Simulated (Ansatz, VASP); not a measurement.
One calculation of GaAs, two programs

```
Ga As
1.0
     0.00000    2.89323    2.89323
     2.89323    0.00000    2.89323
     2.89323    2.89323    0.00000
Ga As
1 1
Direct
  0.00000 0.00000 0.00000
  0.75000 0.75000 0.75000
```

Alike in both runs: task single point; functional revPBE; k mesh 8 × 8 × 8; occupations gaussian, width 0.05 eV; no spin polarisation.

```csv
,VASP,Ansatz
version,VASP 6.6.1,Ansatz 0.2.0
potentials or method,"VASP PAW PBE potentials, release 64 (Ga_d, As)","scalar-relativistic, plane waves, PAW"
plane-wave cutoff (eV),520,420
valence electrons in the cell,18,28
```

```csv
,VASP,Ansatz,Ansatz less VASP
gap on the k mesh at the Fermi level (eV),0.10,0.10,-0.003
least direct gap on the mesh (eV),0.10,0.10,-0.003
pressure (GPa),0.2,0.0,-0.14
```

The functional is the same, so the differences come from potentials, cutoffs and numerics. The two sets of potentials don't hold the same shells in valence.

Caveats: the PAW data sets were made with another functional, which shifts forces and pressure a little (VASP).
